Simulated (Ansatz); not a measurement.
# HfC: response at fixed volumes

This session takes HfC and sets out to find the volume at zero pressure and see how it responds at chosen volumes.

Computed with Ansatz 0.2.0 (DFT PBE, scalar-relativistic, plane waves, PAW, unless a step's input says otherwise).

## 1. The starting structure

The structure is cubic, space group Pm-3m (No. 221). Conventional cell: a = 2.801 Å, b = 2.801 Å, c = 2.801 Å, α = 90.00°, β = 90.00°, γ = 90.00°. Hf (site symmetry m-3m) has 8 C at 2.43 Å as nearest neighbours. C (site symmetry m-3m) has 8 Hf at 2.43 Å as nearest neighbours.

As a file:

```xyz
2
Lattice="2.8007 0.0000 0.0000 0.0000 2.8007 0.0000 0.0000 0.0000 2.8007" Properties=species:S:1:pos:R:3 pbc="T T T"
Hf    0.0000    0.0000    0.0000
C     1.4004    1.4004    1.4004
```

This is a trial structure built by rule; it need not be a known or stable form of this composition.

This is a trial structure, the caesium chloride prototype, and another one may lie lower.

## 2. Coarse point 1 of the search for the rest volume

File input.yaml:

```yaml
crystal:
  lattice:
    - [2.8007261558, 0.0, 0.0]
    - [0.0, 2.8007261558, 0.0]
    - [0.0, 0.0, 2.8007261558]
  atoms:
    - { symbol: Hf, position: [0.0, 0.0, 0.0] }
    - { symbol: C, position: [0.5, 0.5, 0.5] }
basis:
  ecutwfc: 420
kpoints:
  mp_grid: { grid: [6, 6, 6] }
hamiltonian:
  xc: pbe
scf:
  occupations: { method: gaussian, width: 0.05 }
output:
  forces: true
  stress: true
  eigenvalues: true
```

On the command line:

```console
ansatz run input.yaml --threads 1 --pin off --max-ram 1228MiB --backend cpu --events-out ev --progress --plain --runs-dir out
```

What it wrote, cut to the lines that bear on the results:

```text
[...]
SCF converged after 6 iterations
Free energy (F): -15971.214745 eV
[...]
E sigma→0 (E₀):  -15971.212597 eV
Entropy (-TS):   -0.004297 eV (-2.149 meV/atom)
Fermi energy:    23.727939 eV
[...]
--- Forces (eV/Å), atoms counted from 1 ---
  atom   1  Hf     0.00000000    -0.00000000    -0.00000000
  atom   2  C      0.00000000     0.00000000    -0.00000000
[...]
--- Stress (GPa, compression-positive) ---
       25.938040       0.000000       0.000000
        0.000000      25.938040       0.000000
        0.000000       0.000000      25.938040
  P = ⅓ Tr σ = 25.9380 GPa (259.380 kbar)
--- Band table (eV; the first three rows and the last of 20) ---
  k-point 0: bands = ["-37.6970", "-5.8769", "-5.8769", "-5.8769", "10.2874", "12.4839", "12.4839", "12.4839", "12.5169", "12.5169", "12.5169", "12.5553", "21.4615", "21.4615", "24.8941", "24.8941", "24.8941", "30.5522", "30.5522"]
[...]
```

It took 1.5 s on 1 thread of Arm Neoverse N1, shared host; peak memory 0.32 GiB.

## 3. Coarse point 2 of the search for the rest volume

input.yaml: that of step 2 with these lines changed.

```diff
@@ -2,5 +2,5 @@
   lattice:
-    - [2.8007261558, 0.0, 0.0]
-    - [0.0, 2.8007261558, 0.0]
-    - [0.0, 0.0, 2.8007261558]
+    - [2.9895081057, 0.0, 0.0]
+    - [0.0, 2.9895081057, 0.0]
+    - [0.0, 0.0, 2.9895081057]
   atoms:
```

On the command line:

```console
ansatz run input.yaml --threads 1 --pin off --max-ram 1228MiB --backend cpu --events-out ev --progress --plain --runs-dir out
```

What it wrote, cut to the lines that bear on the results:

```text
[...]
SCF converged after 7 iterations
Free energy (F): -15971.281168 eV
[...]
E sigma→0 (E₀):  -15971.278326 eV
Entropy (-TS):   -0.005683 eV (-2.842 meV/atom)
Fermi energy:    19.152443 eV
[...]
--- Forces (eV/Å), atoms counted from 1 ---
  atom   1  Hf     0.00000000     0.00000000    -0.00000000
  atom   2  C      0.00000000    -0.00000000     0.00000000
[...]
--- Stress (GPa, compression-positive) ---
      -14.776076      -0.000000       0.000000
        0.000000     -14.776076       0.000000
        0.000000       0.000000     -14.776076
  P = ⅓ Tr σ = -14.7761 GPa (-147.761 kbar)
--- Band table (eV; the first three rows and the last of 20) ---
  k-point 0: bands = ["-42.8020", "-11.1361", "-11.1361", "-11.1361", "6.9465", "7.2821", "7.2821", "7.2821", "7.3018", "7.3018", "7.3018", "7.3234", "17.5121", "17.5121", "20.1815", "20.1815", "20.1815", "24.3661", "24.7014"]
[...]
```

Wall time 1.8 s (1 thread of Arm Neoverse N1, shared host); peak memory 0.32 GiB.

## 4. Seeking zero pressure, try 3

input.yaml: that of step 3 with these lines changed.

```diff
@@ -2,5 +2,5 @@
   lattice:
-    - [2.9895081057, 0.0, 0.0]
-    - [0.0, 2.9895081057, 0.0]
-    - [0.0, 0.0, 2.9895081057]
+    - [2.8992608694, 0.0, 0.0]
+    - [0.0, 2.8992608694, 0.0]
+    - [0.0, 0.0, 2.8992608694]
   atoms:
```

On the command line:

```console
ansatz run input.yaml --threads 1 --pin off --max-ram 1228MiB --backend cpu --events-out ev --progress --plain --runs-dir out
```

What it wrote, cut to the lines that bear on the results:

```text
[...]
SCF converged after 6 iterations
Free energy (F): -15971.394661 eV
[...]
E sigma→0 (E₀):  -15971.390691 eV
Entropy (-TS):   -0.007941 eV (-3.970 meV/atom)
Fermi energy:    21.195702 eV
[...]
--- Forces (eV/Å), atoms counted from 1 ---
  atom   1  Hf    -0.00000000     0.00000000     0.00000000
  atom   2  C      0.00000000    -0.00000000     0.00000000
[...]
--- Stress (GPa, compression-positive) ---
        0.403410       0.000000       0.000000
        0.000000       0.403410       0.000000
        0.000000       0.000000       0.403410
  P = ⅓ Tr σ = 0.4034 GPa (4.034 kbar)
--- Band table (eV; the first three rows and the last of 20) ---
  k-point 0: bands = ["-40.4775", "-8.7543", "-8.7543", "-8.7543", "8.4277", "9.6432", "9.6432", "9.6432", "9.6684", "9.6684", "9.6684", "9.6967", "19.2968", "19.2968", "22.2910", "22.2910", "22.2910", "27.3377", "27.3377"]
[...]
```

It took 1.5 s on 1 thread of Arm Neoverse N1, shared host; peak memory 0.32 GiB.

Symmetry fixes shape and atoms, so only the volume is sought, on a coarse mesh:

```
try  volume (Å³/atom)  pressure (GPa)
  1            10.985           25.94
  2            13.359          -14.78
  3            12.185            0.40
```

## 5. Single point at 1.050 V0

File input.yaml:

```yaml
crystal:
  lattice:
    - [2.9468, 0.0, 0.0]
    - [0.0, 2.9468, 0.0]
    - [0.0, 0.0, 2.9468]
  atoms:
    - { symbol: Hf, position: [0.0, 0.0, 0.0] }
    - { symbol: C, position: [0.5, 0.5, 0.5] }
basis:
  ecutwfc: 420
kpoints:
  mp_grid: { grid: [14, 14, 14] }
hamiltonian:
  xc: pbe
scf:
  occupations: { method: fermi_dirac, width: 0.15 }
output:
  forces: true
  stress: true
  eigenvalues: true
```

On the command line:

```console
ansatz run input.yaml --threads 1 --pin off --max-ram 1228MiB --backend cpu --events-out ev --progress --plain --runs-dir out
```

What it wrote, cut to the lines that bear on the results:

```text
Warning: RAYON_NUM_THREADS=1 ignored (pool sized by the plan → 1); use --threads N
[...]
Pseudopotentials: kind: paw
Pseudopotential: Hf, paw, valence charge 26, recommended cutoff 420 eV (normal), Hf.paw.azcp
Pseudopotential: C, paw, valence charge 4, recommended cutoff 420 eV (normal), C.paw.azcp
Functional definition: PBE
[...]
Crystal: 2 atoms, lattice volume = 25.589 Å³
Basis set: ecut = 420 eV, 485 PW (Γ), exchange–correlation on 40×40×40 points (8 copies of the dense FFT grid, shifted against one another)
Bands: 19, of which v1, the nominal top of the filled ones, is band 15 counted from 1 (14 counted from 0)
Symmetry: 48 space group operations
Space group: Pm-3m (ITA 221), of the structure as read, at distance tolerance 2.9e-5 Å
k-points: 120 of 2744
[...]
SCF iter   1: F=—  HF=-15971.461688 eV  |F-HF|=—  |Δ(HF+E_count)|=         —  Δρ=4.42e-3  dr2=2.46e-3  ethr=1.77e-3  ⟨swp⟩=4.8  Hψ=9243  notcnv=0
[...]
SCF iter   6: F=-15971.462392 eV  HF=-15971.462392 eV  |F-HF|=6.73e-9  |Δ(HF+E_count)|=   4.15e-7  Δρ=8.91e-6  dr2=1.52e-8  ethr=3.33e-10  ⟨swp⟩=6.5  Hψ=12077  notcnv=0
[...]
SCF converged after 6 iterations
Free energy (F): -15971.462392 eV
[...]
E sigma→0 (E₀):  -15971.393173 eV
Entropy (-TS):   -0.138438 eV (-69.219 meV/atom)
Fermi energy:    20.116123 eV
[...]
--- Forces (eV/Å), atoms counted from 1 ---
  atom   1  Hf    -0.00000000     0.00000000    -0.00000000
  atom   2  C      0.00000000     0.00000000     0.00000000
[...]
--- Stress (GPa, compression-positive) ---
       -8.344988       0.000000       0.000000
       -0.000000      -8.344988       0.000000
        0.000000       0.000000      -8.344988
  P = ⅓ Tr σ = -8.3450 GPa (-83.450 kbar)
--- Band table (eV; the first three rows and the last of 120) ---
  k-point 0: bands = ["-41.7033", "-10.0148", "-10.0148", "-10.0148", "7.6061", "8.3958", "8.3958", "8.3958", "8.4181", "8.4181", "8.4181", "8.4422", "18.3460", "18.3460", "21.1217", "21.1217", "21.1217", "25.8749", "25.9298"]
[...]
```

Run time: 5.3 s. Hardware: 1 thread of Arm Neoverse N1, shared host; peak memory 0.38 GiB.

## 6. Phonons at Γ at 1.050 V0

input.yaml: that of step 5 with these lines changed.

```diff
@@ -17,4 +17,5 @@
 output:
-  forces: true
-  stress: true
   eigenvalues: true
+phonons:
+  method: dfpt
+  eigenvectors: true
```

On the command line:

```console
ansatz run input.yaml --threads 1 --pin off --max-ram 1228MiB --backend cpu --events-out ev --progress --plain --runs-dir out
```

What it wrote, cut to the lines that bear on the results:

```text
Warning: RAYON_NUM_THREADS=1 ignored (pool sized by the plan → 1); use --threads N
[...]
[... 4 set-up lines as earlier in the session ...]
[...]
Crystal: 2 atoms, lattice volume = 25.589 Å³
Basis set: ecut = 420 eV, 485 PW (Γ), exchange–correlation on 40×40×40 points (8 copies of the dense FFT grid, shifted against one another)
Bands: 19, of which v1, the nominal top of the filled ones, is band 15 counted from 1 (14 counted from 0)
[... 1 set-up line as earlier in the session ...]
k-points: 288 of 2744 (irreducible under 8 space group operations, time reversal used)
[...]
SCF iter   1: F=—  HF=-15971.461732 eV  |F-HF|=—  |Δ(HF+E_count)|=         —  Δρ=4.42e-3  dr2=2.46e-3  ethr=1.77e-3  ⟨swp⟩=4.9  Hψ=22281  notcnv=0
[...]
Free energy (F): -15971.462392 eV
[...]
E sigma→0 (E₀):  -15971.393174 eV
Entropy (-TS):   -0.138436 eV (-69.218 meV/atom)
Fermi energy:    20.116136 eV
[...]
--- Band table (eV; the first three rows and the last of 288) ---
  k-point 0: bands = ["-41.7032", "-10.0147", "-10.0147", "-10.0147", "7.6061", "8.3959", "8.3959", "8.3959", "8.4182", "8.4182", "8.4182", "8.4423", "18.3461", "18.3461", "21.1217", "21.1217", "21.1217", "25.8749", "25.9298"]
[...]
--- Phonons (Γ-DFPT): 2 representative perturbations + reference, on 288 of 2744 k-points (Σ response iterations 7) ---
  k mesh reduced under 8 symmetry operations, with k and −k counted as one. Each operation leaves every solved perturbation unchanged. A smaller set is not used because it would not reduce the number of displacements times k-points to solve
  ASR residual: 1.912e-4 → 0.000e0 eV/Å²; symmetrization residual: 6.485e-7 eV/Å²
  ASR residual per site (eV/Å²): 1.91e-4 3.65e-5
  Γ frequencies (cm⁻¹): -83.99 -83.99 -83.99 0.00 0.00 0.00
  non-analytic LO–TO correction: not included (Born effective charges unavailable; polar crystals: no LO–TO splitting at Γ)
```

Wall time 67 s (1 thread of Arm Neoverse N1, shared host); peak memory 0.75 GiB.

Optical levels at the zone centre, without the three acoustic modes (i: imaginary):

```
cm⁻¹    THz  modes
 84i  2.52i      3
```

Displacements in the most unstable mode (84i cm⁻¹), eigenvector over the root of the mass, scaled so that the longest move is 1. It is one member of a degenerate level, so its direction within the level is arbitrary.

```
atom      x      y     z
 Hf1   0.02   0.06  0.00
  C2  -0.26  -0.97  0.00
```

## 7. Single point at 0.872 V0

File input.yaml:

```yaml
crystal:
  lattice:
    - [2.7699, 0.0, 0.0]
    - [0.0, 2.7699, 0.0]
    - [0.0, 0.0, 2.7699]
  atoms:
    - { symbol: Hf, position: [0.0, 0.0, 0.0] }
    - { symbol: C, position: [0.5, 0.5, 0.5] }
basis:
  ecutwfc: 420
kpoints:
  mp_grid: { grid: [16, 16, 16] }
hamiltonian:
  xc: pbe
scf:
  occupations: { method: fermi_dirac, width: 0.15 }
output:
  forces: true
  stress: true
  eigenvalues: true
```

On the command line:

```console
ansatz run input.yaml --threads 1 --pin off --max-ram 1228MiB --backend cpu --events-out ev --progress --plain --runs-dir out
```

What it wrote, cut to the lines that bear on the results:

```text
Warning: RAYON_NUM_THREADS=1 ignored (pool sized by the plan → 1); use --threads N
[...]
[... 4 set-up lines as earlier in the session ...]
[...]
Crystal: 2 atoms, lattice volume = 21.252 Å³
Basis set: ecut = 420 eV, 437 PW (Γ), exchange–correlation on 40×40×40 points (8 copies of the dense FFT grid, shifted against one another)
Bands: 19, of which v1, the nominal top of the filled ones, is band 15 counted from 1 (14 counted from 0)
[... 1 set-up line as earlier in the session ...]
Space group: Pm-3m (ITA 221), of the structure as read, at distance tolerance 2.8e-5 Å
k-points: 165 of 4096
[...]
SCF iter   1: F=—  HF=-15971.162544 eV  |F-HF|=—  |Δ(HF+E_count)|=         —  Δρ=9.20e-3  dr2=2.26e-2  ethr=1.77e-3  ⟨swp⟩=4.8  Hψ=13014  notcnv=0
[...]
SCF iter   7: F=-15971.160348 eV  HF=-15971.160348 eV  |F-HF|=4.62e-10  |Δ(HF+E_count)|=   2.66e-8  Δρ=3.82e-6  dr2=1.72e-9  ethr=3.33e-10  ⟨swp⟩=4.6  Hψ=12038  notcnv=0
[...]
SCF converged after 7 iterations
Free energy (F): -15971.160348 eV
[...]
E sigma→0 (E₀):  -15971.100170 eV
Entropy (-TS):   -0.120357 eV (-60.179 meV/atom)
Fermi energy:    24.540529 eV
[...]
--- Forces (eV/Å), atoms counted from 1 ---
  atom   1  Hf    -0.00000000     0.00000000     0.00000000
  atom   2  C      0.00000000     0.00000000     0.00000000
[...]
--- Stress (GPa, compression-positive) ---
       37.647602       0.000000       0.000000
        0.000000      37.647602       0.000000
        0.000000       0.000000      37.647602
  P = ⅓ Tr σ = 37.6476 GPa (376.476 kbar)
--- Band table (eV; the first three rows and the last of 165) ---
  k-point 0: bands = ["-36.8248", "-4.9612", "-4.9612", "-4.9612", "10.9622", "13.3860", "13.3860", "13.3860", "13.4195", "13.4195", "13.4195", "13.4673", "22.1653", "22.1653", "25.8324", "25.8324", "25.8324", "31.6045", "31.6045"]
[...]
```

Run time: 6.7 s. Hardware: 1 thread of Arm Neoverse N1, shared host; peak memory 0.39 GiB.

## 8. Changing settings: ecutwfc 58.8 Ry, eigensolver.kind davidson, n_extra_bands 16

input.yaml: that of step 7 with these lines changed.

```diff
@@ -9,3 +9,3 @@
 basis:
-  ecutwfc: 420
+  ecutwfc: "58.8 Ry"
 kpoints:
@@ -16,5 +16,7 @@
   occupations: { method: fermi_dirac, width: 0.15 }
+  eigensolver: { kind: davidson }
+  n_extra_bands: 16
 output:
   forces: true
+  eigenvalues: true
   stress: true
-  eigenvalues: true
```

On the command line:

```console
ansatz run input.yaml --threads 1 --pin off --max-ram 1228MiB --backend cpu --events-out ev --progress --plain --runs-dir out
```

What it wrote, cut to the lines that bear on the results:

```text
Warning: RAYON_NUM_THREADS=1 ignored (pool sized by the plan → 1); use --threads N
scf.n_extra_bands = 16 over 15 filled bands (N_el = 30.0): the run solves 31 bands
[...]
[... 4 set-up lines as earlier in the session ...]
[...]
Crystal: 2 atoms, lattice volume = 21.252 Å³
Basis set: ecut = 800.0147556320471 eV, 1045 PW (Γ), exchange–correlation on 54×54×54 points (8 copies of the dense FFT grid, shifted against one another)
Bands: 31, of which v1, the nominal top of the filled ones, is band 15 counted from 1 (14 counted from 0)
[... 2 set-up lines as earlier in the session ...]
k-points: 165 of 4096
[...]
SCF iter   1: F=—  HF=-15971.167073 eV  |F-HF|=—  |Δ(HF+E_count)|=         —  Δρ=9.23e-3  dr2=2.26e-2  ethr=1.77e-3  ⟨swp⟩=6.3  Hψ=21185  notcnv=0
[...]
SCF iter   6: F=-15971.165176 eV  HF=-15971.165176 eV  |F-HF|=1.31e-8  |Δ(HF+E_count)|=   1.24e-6  Δρ=2.05e-5  dr2=3.18e-8  ethr=3.59e-9  ⟨swp⟩=3.0  Hψ=9574  notcnv=0
[...]
SCF converged after 6 iterations
Free energy (F): -15971.165176 eV
[...]
E sigma→0 (E₀):  -15971.104994 eV
Entropy (-TS):   -0.120363 eV (-60.181 meV/atom)
Fermi energy:    24.539909 eV
[...]
--- Forces (eV/Å), atoms counted from 1 ---
  atom   1  Hf    -0.00000000     0.00000000    -0.00000000
  atom   2  C      0.00000000    -0.00000000     0.00000000
[...]
--- Stress (GPa, compression-positive) ---
       37.611220      -0.000000       0.000000
        0.000000      37.611220       0.000000
        0.000000       0.000000      37.611220
  P = ⅓ Tr σ = 37.6112 GPa (376.112 kbar)
--- Band table (eV; the first three rows and the last of 165) ---
[...]
```

It took 28 s on 1 thread of Arm Neoverse N1, shared host; peak memory 0.47 GiB.

```
    run     ending  energy change  pressure (GPa)  gap (eV)  force (eV/Å)  cycles   time
 step 7  converged              0            37.6      0.00          0.00       7  6.7 s
variant  converged  -2.4 meV/atom            37.6      0.00          0.00       6   28 s
```

Changing the cutoff, solver and band count moves the energy by -2.4 meV/atom. More plane waves (800.015 against 420 eV) lower the energy, so the reference carries about that much basis error. Cost: 6 SCF cycles against 7, 28 s against 6.7 s.

## 9. Phonons at Γ at 0.872 V0

input.yaml: that of step 7 with these lines changed.

```diff
@@ -17,4 +17,5 @@
 output:
-  forces: true
-  stress: true
   eigenvalues: true
+phonons:
+  method: dfpt
+  eigenvectors: true
```

On the command line:

```console
ansatz run input.yaml --threads 1 --pin off --max-ram 1228MiB --backend cpu --events-out ev --progress --plain --runs-dir out
```

What it wrote, cut to the lines that bear on the results:

```text
Warning: RAYON_NUM_THREADS=1 ignored (pool sized by the plan → 1); use --threads N
[...]
[... 4 set-up lines as earlier in the session ...]
[...]
Crystal: 2 atoms, lattice volume = 21.252 Å³
Basis set: ecut = 420 eV, 437 PW (Γ), exchange–correlation on 40×40×40 points (8 copies of the dense FFT grid, shifted against one another)
Bands: 19, of which v1, the nominal top of the filled ones, is band 15 counted from 1 (14 counted from 0)
[... 1 set-up line as earlier in the session ...]
k-points: 405 of 4096 (irreducible under 8 space group operations, time reversal used)
[...]
SCF iter   1: F=—  HF=-15971.162608 eV  |F-HF|=—  |Δ(HF+E_count)|=         —  Δρ=9.20e-3  dr2=2.26e-2  ethr=1.77e-3  ⟨swp⟩=4.9  Hψ=32076  notcnv=0
[...]
Free energy (F): -15971.160348 eV
[...]
E sigma→0 (E₀):  -15971.100170 eV
Entropy (-TS):   -0.120357 eV (-60.178 meV/atom)
Fermi energy:    24.540531 eV
[...]
--- Band table (eV; the first three rows and the last of 405) ---
  k-point 0: bands = ["-36.8248", "-4.9612", "-4.9612", "-4.9612", "10.9622", "13.3860", "13.3860", "13.3860", "13.4195", "13.4195", "13.4195", "13.4673", "22.1654", "22.1654", "25.8324", "25.8324", "25.8324", "31.6045", "31.6045"]
[...]
--- Phonons (Γ-DFPT): 2 representative perturbations + reference, on 405 of 4096 k-points (Σ response iterations 6) ---
  k mesh reduced under 8 symmetry operations, with k and −k counted as one. Each operation leaves every solved perturbation unchanged. A smaller set is not used because it would not reduce the number of displacements times k-points to solve
  ASR residual: 4.354e-4 → 0.000e0 eV/Å²; symmetrization residual: 2.347e-7 eV/Å²
  ASR residual per site (eV/Å²): 4.35e-4 8.81e-5
  Γ frequencies (cm⁻¹): 0.00 0.00 0.00 313.84 313.84 313.84
  non-analytic LO–TO correction: not included (Born effective charges unavailable; polar crystals: no LO–TO splitting at Γ)
```

Wall time 80 s (1 thread of Arm Neoverse N1, shared host); peak memory 0.85 GiB.

Optical levels at the zone centre, without the three acoustic modes (i: imaginary):

```
cm⁻¹   THz  modes
 314  9.41      3
```

Displacements in the lowest optical mode (314 cm⁻¹), eigenvector over the root of the mass, scaled so that the longest move is 1. It is one member of a degenerate level, so its direction within the level is arbitrary.

```
atom      x      y     z
 Hf1  -0.02  -0.06  0.00
  C2   0.32   0.95  0.00
```

## 10. The volumes side by side

Pressures: 37.6, -8.3 GPa. Modes by rank, without the LO field; the k mesh follows the cell.

|  | 0.872 V0 | 1.050 V0 |
| --- | --- | --- |
| volume (Å³/atom) | 10.63 | 12.79 |
| gap on the mesh (eV) | 0.00 | 0.00 |
| mode 1 (cm⁻¹) | 314 | 84i |

## 11. Outcome

| quantity | value |
| --- | --- |
| reference volume V0, last point of the coarse search | 12.19 Å³/atom at 0.4 GPa |
| pressure, gap at 1.050 V0 | -8.3 GPa, none (metal) |
| optical modes at Γ at 1.050 V0 | 84i cm⁻¹ |
| pressure, gap at 0.872 V0 | 37.6 GPa, none (metal) |
| optical modes at Γ at 0.872 V0 | 314 cm⁻¹ |
| step 8, run with ecutwfc 58.8 Ry, eigensolver.kind davidson, n_extra_bands 16 (against step 7) | -2.4 meV/atom |

In words: 3 of the 3 optical modes at Γ at 1.050 V0 are imaginary, down to 84i cm⁻¹: the structure is a saddle point and would distort without enlarging its cell. No zone-centre mode at 0.872 V0 is imaginary. That tests stability at Γ alone. From the smallest to the largest volume the highest mode goes from 314 to 84i cm⁻¹ and the lowest from 314 to 84i cm⁻¹. Spin-orbit coupling is left out for Hf. In a metal such response values depend on mesh and smearing, which were not converged here.
